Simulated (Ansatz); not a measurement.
## Sn under changes of volume

One of the cells (33.803 Å³/atom); the others are scaled copies at fixed shape and fractional positions:

```
CELL_PARAMETERS angstrom
0.00000 3.23334 3.23334
3.23334 0.00000 3.23334
3.23334 3.23334 0.00000
ATOMIC_POSITIONS crystal
Sn 0.75000 0.75000 0.75000
Sn 0.50000 0.50000 0.50000
```

This isn't the form of Sn at room conditions, which is tetragonal (white tin).

```yaml
Program: Ansatz 0.2.0
Functional: PBE
Potentials_or_basis: Ansatz PAW
Cutoff: "420 eV (not typed: the program's choice for these potentials)"
k_mesh: 7 × 7 × 7
Occupations: fermi-dirac, width 0.05 eV
Spin: no spin polarisation
```

```csv
volume (Å³/atom),energy over the lowest point (meV/atom),pressure (GPa)
31.775,100.95,7.6
32.451,71.83,6.2
33.127,48.34,5.0
33.803,?,?
34.479,15.97,2.8
35.155,6.16,1.9
35.831,0.00,1.1
```

Q: What does the run at 33.803 Å³/atom give?

A: Energy over the lowest point 29.88 meV/atom; pressure 3.8 GPa.

Worked out: A Birch-Murnaghan fit of order 3 (a polynomial in V^(-2/3)) to the other rows has its minimum at 36.81 Å³/atom, just outside them, with B0 = V·E''(V) = 37 GPa and B' = 4.7. It gives 29.89 meV/atom at 33.803 Å³/atom, against the run's 29.88, and -dE/dV = 3.8 GPa, against 3.8.

Energies are extrapolated to zero smearing.
